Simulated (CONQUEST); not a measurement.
**Pb under changes of volume**

One of the cells (31.034 Å³/atom); the others are scaled copies at fixed shape and fractional positions:

```
Pb
1.0
     3.95932    0.00000    0.00000
     0.00000    3.95932    0.00000
     0.00000    0.00000    3.95932
Pb
2
Cartesian
  0.0000 0.0000 0.0000
  1.9797 1.9797 1.9797
```

This isn't the form of Pb at room conditions, which is fcc.

```yaml
Program: CONQUEST 1.3
Functional: RPBE
Potentials_or_basis: PseudoDojo NC PBE, SZP, grid of 32 × 32 × 32 points
k_mesh: 6 × 6 × 6
Occupations: fermi-dirac, width 0.05 eV
Spin: no spin polarisation
```

| volume (Å³/atom) | energy over the lowest point (meV/atom) | pressure (GPa) |
| --- | --- | --- |
| 29.172 | 86.22 | 7.2 |
| 29.792 | 60.72 | 5.8 |
| 30.413 | 40.70 | 4.6 |
| 31.034 | 25.27 | 3.4 |
| 31.654 | ? | ? |
| 32.275 | 5.52 | 1.7 |
| 32.896 | 0.00 | 1.1 |

Task: What does the run at 31.654 Å³/atom give?

Result: Energy over the lowest point 13.62 meV/atom; pressure 2.5 GPa.

Worked out: A Birch-Murnaghan fit of order 3 (a polynomial in V^(-2/3)) to the other rows has no minimum within the range. It gives 13.77 meV/atom at 31.654 Å³/atom, against the run's 13.62, and -dE/dV = 2.5 GPa, against 2.5.

Energies are extrapolated to zero smearing.

Caveats: the potentials were made for another functional, which shifts forces and pressure; the atomic basis is small; the basis of atomic orbitals isn't converged, which shifts pressures, moduli and gaps.
